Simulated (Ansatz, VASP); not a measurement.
# ZnIn2: VASP beside Ansatz

Wanted: the spread between two codes on one cell, functional and k mesh. The cell is generated by rule, not measured, and may not be a known phase. The cell is taken from a series of runs on this material, whose earlier steps may have relaxed, scaled, displaced or heated it; both programs get it as it stands.

Main program and level: Ansatz 0.2.0; plane waves, with VASP 6.6.1 beside it; single point at PBEsol.

The structure was built from a prototype and need not be the compound's stable phase.

**1. The starting structure**

Symmetry: Cmcm, No. 63, orthorhombic system. Conventional cell: a = 8.919 Å, b = 5.149 Å, c = 5.980 Å, α = 90.00°, β = 90.00°, γ = 90.00°. Nearest to Zn lie 4 In at 2.89 Å and 2 Zn at 2.99 Å. Nearest to In lie 2 Zn at 2.89 Å and 5 In at 2.97 to 3.22 Å. Farther neighbours are not listed.

Structure file:

```xyz
6
Lattice="-2.5747 -4.4596 0.0000 -5.1495 0.0000 0.0000 0.0000 0.0000 -5.9801" Properties=species:S:1:pos:R:3 pbc="T T T"
Zn    0.0000    0.0000   -2.9900
Zn    0.0000    0.0000    0.0000
In   -2.8747   -2.0061   -1.4950
In   -2.2747   -0.9669   -4.4851
In   -5.4495   -3.4927   -1.4950
In   -4.8495   -2.4534   -4.4851
```

**2. VASP: single point, PBEsol, pair 1**

A single point gives forces, pressure and levels at one fixed geometry, so differences don't come from the geometry; what else differs is listed under the comparison.

Lines of VASP's logs that name or quote its potential files are left out, and so is its time.

INCAR reads:

```
SYSTEM = ZnIn2
PREC = Accurate
ENCUT = 500
EDIFF = 1E-06
NELM = 120
ISMEAR = 1
SIGMA = 0.2
LREAL = .FALSE.
ALGO = Normal
GGA = PS
NBANDS = 47
LORBIT = 11
LWAVE = .FALSE.
LCHARG = .FALSE.
ISIF = 2
LASPH = .TRUE.
GGA_COMPAT = .FALSE.
KPAR = 2
```

POSCAR reads:

```
ZnIn2
1.0
   -2.5747424975     -4.4595929535      0.0000000000
   -5.1494920370     -0.0000040657      0.0000000000
    0.0000000000      0.0000000000     -5.9800988035
Zn In
2 4
Direct
    0.0000000000      0.0000000000      0.5000000000
    0.0000000000      0.0000000000      0.0000000000
    0.4498496801      0.3333333333      0.2500000000
    0.2168169866      0.3333333333      0.7500000000
    0.7831830134      0.6666666667      0.2500000000
    0.5501503198      0.6666666667      0.7500000000
```

KPOINTS reads:

```
Automatic mesh
0
Gamma
9 9 6
0 0 0
```

PAW data sets: Zn and In_d (PBE family, release 64).

On the command line:

```console
$ mpirun -np 2 vasp_std
```

Numbers of over 12 decimals in the logs are rounded to 6 here.

The log of the run:

```text
[banner, memory and clock lines left out]
running    2 mpi-ranks, on    1 nodes
 distrk:  each k-point on    1 cores,    2 groups
 distr:  one band on    1 cores,    1 groups

 POSCAR found type information on POSCAR ZnIn
 POSCAR found :  2 types and       6 ions
|                                                                             |
|               ----> ADVICE to this user running VASP <----                  |
|                                                                             |
|     You enforced a specific xc type in the INCAR file but a different       |
|     [... a line on the potential file left out ...]
|     I HOPE YOU KNOW WHAT YOU ARE DOING!                                     |
|                                                                             |

 LDA part: xc-table for (Slater+PW92), standard interpolation
 POSCAR, INCAR and KPOINTS ok, starting setup
 FFT: planning ... GRIDC
 FFT: planning ... GRID_SOFT
 FFT: planning ... GRID
 WAVECAR not read
 entering main loop
       N       E                     dE             d eps       ncg     rms          rms(c)
DAV:   1     0.720427200398E+03    0.72043E+03   -0.35739E+04  9400   0.230E+03
DAV:   2     0.706425615473E+02   -0.64978E+03   -0.63699E+03  9400   0.532E+02
DAV:   3    -0.107604502843E+02   -0.81403E+02   -0.79806E+02 10305   0.203E+02
DAV:   4    -0.143144654640E+02   -0.35540E+01   -0.35229E+01 10779   0.463E+01
DAV:   5    -0.144503775471E+02   -0.13591E+00   -0.13587E+00 13693   0.789E+00    0.666E+00
DAV:   6    -0.140327779584E+02    0.41760E+00   -0.18115E+00 11412   0.176E+01    0.378E+00
DAV:   7    -0.139906999361E+02    0.42078E-01   -0.23033E-01 10610   0.510E+00    0.159E+00
DAV:   8    -0.139815178929E+02    0.91820E-02   -0.29692E-02 11450   0.158E+00    0.372E-01
DAV:   9    -0.139812705504E+02    0.24734E-03   -0.60934E-03 11166   0.691E-01    0.226E-01
DAV:  10    -0.139812204210E+02    0.50129E-04   -0.47515E-04 15299   0.147E-01    0.853E-02
DAV:  11    -0.139812220262E+02   -0.16051E-05   -0.40966E-05 11867   0.470E-02    0.141E-02
DAV:  12    -0.139812201411E+02    0.18851E-05   -0.51455E-06  9385   0.196E-02    0.473E-03
DAV:  13    -0.139812198782E+02    0.26286E-06   -0.19064E-06  8244   0.871E-03
   1 F= -.13981220E+02 E0= -.13980599E+02  d E =-.186315E-02
```

From OUTCAR (step 2):

```text
ion  position               nearest neighbor table
   1  0.000  0.000  0.500-   6 2.89   4 2.89   5 2.89   3 2.89   2 2.99   2 2.99   4 3.38   5 3.38
                             3 3.38   6 3.38
   2  0.000  0.000  0.000-   6 2.89   4 2.89   5 2.89   3 2.89   1 2.99   1 2.99   4 3.38   5 3.38
                             3 3.38   6 3.38
   3  0.450  0.333  0.250-   1 2.89   2 2.89   5 2.97   5 2.97   5 2.97   4 3.22   4 3.22   2 3.38
                             1 3.38   6 3.61   6 3.61
   4  0.217  0.333  0.750-   1 2.89   2 2.89   6 2.97   6 2.97   6 2.97   3 3.22   3 3.22   2 3.38
                             1 3.38   5 3.61   5 3.61
   5  0.783  0.667  0.250-   1 2.89   2 2.89   3 2.97   3 2.97   3 2.97   6 3.22   6 3.22   1 3.38
                             2 3.38   4 3.61   4 3.61
   6  0.550  0.667  0.750-   1 2.89   2 2.89   4 2.97   4 2.97   4 2.97   5 3.22   5 3.22   1 3.38
                             2 3.38   3 3.61   3 3.61

  LATTYP: Found a hexagonal cell.
 ALAT       =     5.1494920370
 C/A-ratio  =     1.1612987768

 Subroutine GETGRP returns: Found  8 space group operations
 (whereof  4 operations were pure point group operations)

The static configuration has the point symmetry C_2h.
 The point group associated with its full space group is D_2h.

 Found    100 irreducible k-points:

   k-points           NKPTS =    100   k-points in BZ     NKDIM =    100   number of bands    NBANDS=     47

   dimension x,y,z NGX =    40 NGY =   40 NGZ =   48
   dimension x,y,z NGXF=    80 NGYF=   80 NGZF=   96

   ENCUT  =  500.0 eV  36.75 Ry    6.06 a.u.   9.39  9.39 10.90*2*pi/ulx,y,z

   NELECT =      76.0000    total number of electrons

 k-points in reciprocal lattice and weights: Automatic mesh
   0.00000000  0.00000000  0.00000000       0.002
   0.11111111  0.00000000  0.00000000       0.008
  -0.00000000  0.11111111  0.00000000       0.004
   0.22222222  0.00000000  0.00000000       0.008
   0.00000000  0.22222222  0.00000000       0.004
   0.33333333  0.00000000  0.00000000       0.008
   0.00000000  0.33333333  0.00000000       0.004
   0.44444444  0.00000000  0.00000000       0.008
   0.00000000  0.44444444  0.00000000       0.004
[...]
-0.22222222  0.33333333  0.50000000       0.008
  -0.33333333  0.33333333  0.50000000       0.004

 average (electrostatic) potential at core
       1 -33.1815       2 -33.1815       3 -94.9393       4 -94.9393       5 -94.9393
       6 -94.9393

 E-fermi :   6.1850

 k-point     1 :       0.0000    0.0000    0.0000
  band No.  band energies     occupation
    ...
     35       4.4651      2.00000
     36       4.8643      2.00000
     37       5.0240      2.00000
     38       5.4875      2.00001
     39       5.5162      2.00002
     40       8.2861     -0.00000
     41       8.4073     -0.00000
     42       8.6987     -0.00000
     43       8.8165     -0.00000
     44       8.9935     -0.00000
    ...

 k-point     2 :       0.1111    0.0000    0.0000
  band No.  band energies     occupation
    ...
     34       3.1257      2.00000
     35       3.8140      2.00000
     36       4.4951      2.00000
     37       5.4374      2.00000
     38       6.0911      1.70614
     39       6.8292     -0.00005
     40       7.3074     -0.00000
     41       8.0043     -0.00000
     42       8.1380     -0.00000
     43       8.3177     -0.00000
    ...

 k-point     3 :      -0.0000    0.1111    0.0000
  band No.  band energies     occupation
    ...
     34       3.0262      2.00000
     35       3.8648      2.00000
     36       4.2357      2.00000
     37       5.8532      2.04071
     38       6.2430      0.53184
     39       6.6901     -0.00207
     40       7.4622     -0.00000
     41       7.8350     -0.00000
     42       7.8807     -0.00000
     43       8.6354     -0.00000
    ...

  Total        1.2010933      1.3638355     -0.2439224      0.1409384      0.0000000     -0.0000000
  in kB       14.0126266     15.9112687     -2.8457348      1.6442663      0.0000000     -0.0000000
  external PRESSURE =       9.0260535 kB  Pullay stress =       0.0000000 kB

  energy-cutoff  :      500.00
  volume of cell :      137.33
      direct lattice vectors                 reciprocal lattice vectors
    -2.574742497 -4.459592953  0.000000000     0.000000177 -0.224235814  0.000000000
    -5.149492037 -0.000004066  0.000000000    -0.194194000  0.112117754  0.000000000
     0.000000000  0.000000000 -5.980098803     0.000000000  0.000000000 -0.167221317

 POSITION                                       TOTAL-FORCE (eV/Angst)
 -----------------------------------------------------------------------------------
      0.00000      0.00000     -2.99005        -0.000000     -0.000000      0.000000
      0.00000      0.00000      0.00000        -0.000000      0.000000      0.000000
     -2.87474     -2.00615     -1.49502        -0.125798      0.224444      0.000000
     -2.27475     -0.96692     -4.48507        -0.257273     -0.003278     -0.000000
     -5.44949     -3.49268     -1.49502         0.257273      0.003278     -0.000000
     -4.84949     -2.45345     -4.48507         0.125798     -0.224444     -0.000000
 -----------------------------------------------------------------------------------
    total drift:                               -0.000000     -0.000000     -0.000000

  FREE ENERGIE OF THE ION-ELECTRON SYSTEM (eV)
  ---------------------------------------------------
  free  energy   TOTEN  =       -13.9812198782 eV

  energy  without entropy=      -13.9793567302  energy(sigma->0) =      -13.98059883

 total charge
# of ion       s       p       d       tot
------------------------------------------
    1        0.682   0.274   9.728  10.683
    2        0.682   0.274   9.728  10.683
    3        0.970   0.580   9.857  11.407
    4        0.970   0.580   9.857  11.407
    5        0.970   0.580   9.857  11.407
    6        0.970   0.580   9.857  11.407
--------------------------------------------------
tot          5.243   2.866  58.885  66.994

[... 3 further parts left out ...]
```

The run ends at a pressure of 0.90 GPa, with forces up to 0.26 eV/Å.

**3. Ansatz: single point, PBEsol, pair 1**

Ansatz runs on norm-conserving files, of PseudoDojo where its log says so.

The same cell, functional, mesh and smearing now go to Ansatz, which takes its cutoff from its data sets.

input.yaml reads:

```yaml
crystal:
  lattice:
    - [-2.5747424975, -4.4595929535, 0.0]
    - [-5.149492037, -4.0657e-06, 0.0]
    - [0.0, 0.0, -5.9800988035]
  atoms:
    - { symbol: Zn, position: [0.0, 0.0, 0.5] }
    - { symbol: Zn, position: [0.0, 0.0, 0.0] }
    - { symbol: In, position: [0.4498496801, 0.3333333333, 0.25] }
    - { symbol: In, position: [0.2168169865, 0.3333333333, 0.75] }
    - { symbol: In, position: [0.7831830135, 0.6666666667, 0.25] }
    - { symbol: In, position: [0.5501503199, 0.6666666667, 0.75] }
kpoints:
  mp_grid: { grid: [9, 9, 6] }
hamiltonian:
  xc: pbesol
  pseudopotentials: { kind: nc }
scf:
  occupations: { method: methfessel_paxton, width: 0.2 }
output:
  forces: true
  stress: true
  eigenvalues: true
```

On the command line:

```console
$ ansatz run input.yaml --threads 8 --pin off --max-ram 14336MiB --backend cpu --events-out ev --progress --plain --runs-dir out
```

The log of the run:

```text
Engine: ansatz 0.2.0, aarch64-unknown-linux-gnu
Pseudopotentials: kind: nc
Pseudopotential: Zn, nc, valence charge 20, recommended cutoff 1142.878222 eV (normal), Zn.nc.azcp (PseudoDojo's, or run here from an input of PseudoDojo's: the run reads no file of this project's for it)
Pseudopotential: In, nc, valence charge 13, recommended cutoff 952.398519 eV (normal), In.nc.azcp (PseudoDojo's, or run here from an input of PseudoDojo's: the run reads no file of this project's for it)
Functional definition: PBEsol
  exchange = pbesol_x
  correlation = pbesol_c
Crystal: 6 atoms, lattice volume = 137.331 Å³
Basis set: ecut = 1142.878222 eV, 12003 PW (Γ), exchange–correlation on 120×120×144 points (8 copies of the dense FFT grid, shifted against one another)
Bands: 56, of which v1, the nominal top of the filled ones, is band 46 counted from 1 (45 counted from 0)
Symmetry: 8 space group operations
Space group: Cmcm (ITA 63), of the structure as read, at distance tolerance 5.2e-5 Å
k-points: 100 of 486
Non-local potential: Zn, projectors of the file, l = 0: 2, l = 1: 2, l = 2: 2
Non-local potential: In, projectors of the file, l = 0: 2, l = 1: 2, l = 2: 2
Initial density: superposition of atomic densities (chi_scale 0.1, normalization cell, long waves kept (reshape's long-wave potential 0.00 eV rms))
Initial wavefunctions: pseudopotential atomic-orbital guess
Functional: x = pbesol(κ = 0.804, μ = 0.123457), c = pbesol(β = 0.046)
SCF iter   1: F=—  HF=-18585.175720 eV  |F-HF|=—  |Δ(HF+E_count)|=         —  Δρ=2.13e-2  dr2=7.52e-1  ethr=3.10e-3  ⟨swp⟩=6.4  Hψ=19859  notcnv=0  defer=1
preconditioner: auto → Kerker (q_TF=auto, 2.552 Å⁻¹)  [metal: Δε(μ)=0.013 eV  Ē_g=13.497 eV  σ=0.200 eV  W_gap=0.05  n_scr=40 (ndim 8)  ℏωp=27.6 eV  f_vac=0.000  D(μ)=2.52/eV (n_scr^D=20)]
SCF iter   2: F=—  HF=-18584.975881 eV  |F-HF|=—  |Δ(HF+E_count)|=   2.00e-1  S|Δr|=    0.00e0  Δρ=1.26e-2  dr2=2.66e-1  ethr=8.18e-4  ⟨swp⟩=1.1  Hψ=6748  notcnv=0  defer=1
SCF iter   3: F=—  HF=-18584.896131 eV  |F-HF|=—  |Δ(HF+E_count)|=   7.97e-2  S|Δr|=    0.00e0  Δρ=3.86e-3  dr2=9.65e-3  ethr=2.89e-4  ⟨swp⟩=2.1  Hψ=7699  notcnv=0  defer=1
SCF iter   4: F=—  HF=-18584.896197 eV  |F-HF|=—  |Δ(HF+E_count)|=   6.63e-5  S|Δr|=    0.00e0  Δρ=1.85e-3  dr2=2.21e-3  ethr=1.05e-5  ⟨swp⟩=2.5  Hψ=8973  notcnv=0  defer=1
SCF iter   5: F=—  HF=-18584.895607 eV  |F-HF|=—  |Δ(HF+E_count)|=   5.90e-4  S|Δr|=    0.00e0  Δρ=5.02e-4  dr2=1.37e-4  ethr=2.40e-6  ⟨swp⟩=2.0  Hψ=9744  notcnv=0  defer=1
SCF iter   6: F=—  HF=-18584.895631 eV  |F-HF|=—  |Δ(HF+E_count)|=   2.34e-5  S|Δr|=    0.00e0  Δρ=2.43e-4  dr2=4.59e-5  ethr=1.49e-7  ⟨swp⟩=3.3  Hψ=11929  notcnv=0  defer=1
SCF iter   7: F=—  HF=-18584.895149 eV  |F-HF|=—  |Δ(HF+E_count)|=   4.81e-4  S|Δr|=    0.00e0  Δρ=5.68e-5  dr2=3.21e-6  ethr=4.99e-8  ⟨swp⟩=2.2  Hψ=9382  notcnv=0  defer=6
SCF iter   8: F=—  HF=-18584.895149 eV  |F-HF|=—  |Δ(HF+E_count)|=   6.52e-7  S|Δr|=    0.00e0  Δρ=1.47e-5  dr2=2.24e-7  ethr=3.49e-9  ⟨swp⟩=2.8  Hψ=10568  notcnv=0  defer=6
SCF iter   9: F=-18584.895149 eV  HF=-18584.895149 eV  |F-HF|=5.03e-9  |Δ(HF+E_count)|=   7.01e-8  S|Δr|=    0.00e0  Δρ=2.54e-6  dr2=9.12e-9  ethr=1.09e-10  ⟨swp⟩=14.4  Hψ=35347  notcnv=0
SCF 1 converged in 9 iterations: F = -18584.895149 eV  dr2 = 9.12e-9
SCF converged after 9 iterations
Stability not checked: this state was not tested for a lower state beside it, because cold or Methfessel-Paxton smearing, or corrected tetrahedra, fill the levels in a way that the test cannot read (fill_not_monotonic; see scf.lower_state_search)
Free energy (F): -18584.895149 eV
Harris-Foulkes:  -18584.895149 eV  (|F-HF|=5.03e-9)
Internal energy: -18584.893269 eV  (E = F + TS)
E sigma→0 (E₀):  -18584.894679 eV
Entropy (-TS):   -0.001880 eV (-0.313 meV/atom)
Fermi energy:    11.108726 eV
--- Per-component energies (eV) ---
  E_band       = -1233.405249
  E_kinetic    = 9556.808834
  E_local      = -16405.091331  (includes V_loc(G=0)·N_el)
  E_nonlocal   = -4204.176461
  E_hartree    = 6221.242405
  E_xc         = -3367.793095
  E_vxc        = -2623.423495  (∫ρ·V_xc dr)
  E_ewald      = -10385.883620
  E_smearing   = -0.001880  (= −TS)
  E_closure    = 0.000000  (closes the sum)
  Σ components = -18584.895149   (vs F -18584.895149, Δ=0.00e0)
--- Forces (eV/Å), atoms counted from 1 ---
  atom   1  Zn     0.00000000    -0.00000000    -0.00000000
  atom   2  Zn     0.00000000    -0.00000000     0.00000000
  atom   3  In    -0.12551483     0.22265200     0.00000000
  atom   4  In    -0.25557970    -0.00262738     0.00000000
  atom   5  In     0.25557970     0.00262738     0.00000000
  atom   6  In     0.12551483    -0.22265200     0.00000000
  max |Σ_I F_I| component: 5.55e-17 eV/Å
--- Stress (GPa, compression-positive) ---
        1.439754       0.169627       0.000000
        0.169627       1.635623       0.000000
        0.000000       0.000000      -0.296507
  P = ⅓ Tr σ = 0.9263 GPa (9.263 kbar)
--- Band table (eV; the first three rows and the last of 100) ---
  k-point 0: bands = [... 42 lower, 9.3898, 9.7851, 9.9441, 10.4096, 10.4408, 13.2111, 13.3372, 13.6283, ... 6 higher]
  k-point 1: bands = [... 42 lower, 9.4863, 9.8738, 10.0490, 10.5264, 10.5267, 12.1155, 12.4044, 13.1170, ... 6 higher]
  k-point 2: bands = [... 42 lower, 9.7759, 10.0995, 10.3028, 10.6571, 10.7079, 11.0320, 11.7457, 12.3299, ... 6 higher]
  k-point 99: bands = [... 42 lower, 6.7205, 6.7205, 11.8812, 11.8812, 13.3387, 13.3387, 14.0159, 14.0159, ... 6 higher]
```

Reading the cycles: dr2 is the Hartree energy of the density residual (eV), the measure of convergence; HF is the Harris–Foulkes estimate of the energy, which meets the free energy F at convergence.

The run ends at a pressure of 0.93 GPa, with forces up to 0.26 eV/Å.

**4. Comparison**

Known differences besides the potentials themselves: the data sets hold 92 valence electrons in Ansatz (on norm-conserving files, of PseudoDojo where its log says so) and 76 in VASP; the cutoff is 1142.88 eV in Ansatz and 500 eV in VASP. Total energies have different zeros and are not compared.

Both answers:

```csv
quantity,Ansatz,VASP,difference
pressure (GPa),0.93,0.90,+0.02
```

Forces (eV/Å; atoms numbered as in POSCAR):

```csv
atom,"Ansatz x, y, z","VASP x, y, z"
Zn1,"0.000, 0.000, 0.000","0.000, 0.000, 0.000"
Zn2,"0.000, 0.000, 0.000","0.000, 0.000, 0.000"
In3,"-0.126, 0.223, 0.000","-0.126, 0.224, 0.000"
In4,"-0.256, -0.003, 0.000","-0.257, -0.003, 0.000"
In5,"0.256, 0.003, 0.000","0.257, 0.003, 0.000"
In6,"0.126, -0.223, 0.000","0.126, -0.224, 0.000"
```

The forces differ by 0.9 meV/Å r.m.s., which is 0.7 % of the r.m.s. force of 0.121 eV/Å (both taken over all components).

**5. VASP: single point, PBEsol, pair 2**

With cell and atoms fixed, the geometry can't cause a difference; cores, projectors, grids and the points listed under the comparison can.

INCAR is that of step 2.

POSCAR reads:

```
ZnIn2
1.0
   -2.5747424975     -4.4595929535      0.0000000000
   -5.1494920370     -0.0000040657      0.0000000000
    0.0000000000      0.0000000000     -5.9800988035
Zn In
2 4
Direct
    0.0000000000      0.0000000000      0.5000000000
    0.0000000000      0.0000000000      0.0000000000
    0.3307521569      0.3271847558      0.2500000000
    0.3359145098      0.3394819108      0.7500000000
    0.6640854902      0.6605180892      0.2500000000
    0.6692478431      0.6728152442      0.7500000000
```

KPOINTS is that of step 2.

On the command line:

```console
$ mpirun -np 2 vasp_std
```

The log of the run:

```text
[banner, memory and clock lines left out]
running    2 mpi-ranks, on    1 nodes
[...]
[... a notice as in an earlier step ...]

 LDA part: xc-table for (Slater+PW92), standard interpolation
 POSCAR, INCAR and KPOINTS ok, starting setup
[...]
entering main loop
       N       E                     dE             d eps       ncg     rms          rms(c)
DAV:   1     0.718915213608E+03    0.71892E+03   -0.35812E+04 15416   0.230E+03
DAV:   2     0.702798975645E+02   -0.64864E+03   -0.63618E+03 15416   0.533E+02
DAV:   3    -0.107756746871E+02   -0.81056E+02   -0.79433E+02 16678   0.203E+02
DAV:   4    -0.142803983220E+02   -0.35047E+01   -0.34879E+01 17802   0.462E+01
[...]
DAV:  11    -0.139520242556E+02   -0.23801E-05   -0.40760E-05 19628   0.501E-02    0.136E-02
DAV:  12    -0.139520219449E+02    0.23107E-05   -0.77188E-06 14776   0.186E-02    0.920E-03
DAV:  13    -0.139520217198E+02    0.22516E-06   -0.13150E-06 12053   0.819E-03
   1 F= -.13952022E+02 E0= -.13951792E+02  d E =-.690585E-03
```

Parts of OUTCAR (step 5):

```text
  Total       -0.2723954     -0.2783590      0.5777123      0.0021519      0.0000000      0.0000000
  in kB       -3.1779175     -3.2474915      6.7399145      0.0251054      0.0000000      0.0000000
  external PRESSURE =       0.1048352 kB  Pullay stress =       0.0000000 kB

 POSITION                                       TOTAL-FORCE (eV/Angst)
 -----------------------------------------------------------------------------------
      0.00000      0.00000     -2.99005        -0.000000     -0.000000      0.000000
      0.00000      0.00000      0.00000        -0.000000     -0.000000      0.000000
     -2.53644     -1.47502     -1.49502         0.009744      0.002171      0.000000
     -2.61305     -1.49804     -4.48507        -0.010534     -0.004000     -0.000000
     -5.11118     -2.96155     -1.49502         0.010534      0.004000      0.000000
     -5.18780     -2.98458     -4.48507        -0.009744     -0.002171      0.000000
 -----------------------------------------------------------------------------------
    total drift:                                0.000000      0.000000     -0.000000

  FREE ENERGIE OF THE ION-ELECTRON SYSTEM (eV)
  ---------------------------------------------------
  free  energy   TOTEN  =       -13.9520217198 eV

  energy  without entropy=      -13.9513311352  energy(sigma->0) =      -13.95179152

[... 1 part as in an earlier step ...]

[... 2 further parts left out ...]
[key lines of the parts left out:]
E-fermi :   6.1404
```

The run ends at a pressure of 0.01 GPa, with forces up to 0.011 eV/Å.

[end of part 1 of 2]

[Lines on the potential files, build, host, timing and source positions are cut from VASP's logs without a mark.]

[Logs are printed without paths, hosts, clocks, repeated set-up lines and the standing remarks that a program may print on its own settings, such as how far it seeks lower states.]

[Hosts, paths, dates, database ids (printed as entryN), source tags and the programs' standing remarks are cut or masked in the printed files.]
